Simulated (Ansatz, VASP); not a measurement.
**Ir in VASP and in Ansatz**

Contents of INCAR:

```
ALGO = Normal
EDIFF = 1E-6
EDIFFG = -0.005
ENCUT = 600
GGA = PE
IBRION = 2
ISIF = 3
ISMEAR = -1
LASPH = True
LCHARG = False
LREAL = False
LWAVE = False
NELM = 80
NSW = 60
PREC = Accurate
SIGMA = 0.08
```

File KPOINTS:

```
k-points
0
Gamma
  17 17 17
```

POSCAR

```
Ir
1.0
    2.5022678089      0.0000000000      0.0000000000
    0.0000000000      2.5022678089      0.0000000000
    0.0000000000      0.0000000000      2.5022678089
Ir
1
Direct
    0.0000000000      0.0000000000      0.0000000000
```

Input for Ansatz:

```yaml
crystal:
  lattice:
    - [2.5022678089, 0.0, 0.0]
    - [0.0, 2.5022678089, 0.0]
    - [0.0, 0.0, 2.5022678089]
  atoms:
    - { symbol: Ir, position: [0.0, 0.0, 0.0] }
kpoints:
  mp_grid: { grid: [17, 17, 17] }
scf:
  occupations: { method: fermi_dirac, width: 0.08 }
hamiltonian:
  xc: pbe
  pseudopotentials: { kind: paw }
output:
  forces: true
  stress: true
  write_density: true
  write_potential: true
  elf: true
  volumetric_format: npy
relax:
  f_tol: 0.005
  max_steps: 40
  cell: {}
```

Alike in both runs: task relaxation of cell and atoms; functional PBE; k mesh 17 × 17 × 17; occupations fermi-dirac, width 0.08 eV; no spin polarisation.

|  | VASP | Ansatz |
| --- | --- | --- |
| version | VASP 6.6.1 | Ansatz 0.2.0 |
| potentials or method | VASP PAW PBE potentials, release 64 (Ir) | PAW with Ansatz's default frozen-core files, scalar-relativistic |
| plane-wave cutoff (eV) | 600 | 420 |
| valence electrons in the cell | 9 | 17 |

```csv
,VASP,Ansatz,Ansatz less VASP
relaxed volume (Å³/atom),17.00,16.99,-0.008
relaxed cell length with the largest relative difference (Å),2.571,2.571,-0.0004
energy change over the relaxation (meV/atom),-95,-93,+2.2
```

The two sets of potentials don't hold the same shells in valence.

The runs have no spin-orbit coupling, so splittings on Ir are missing.
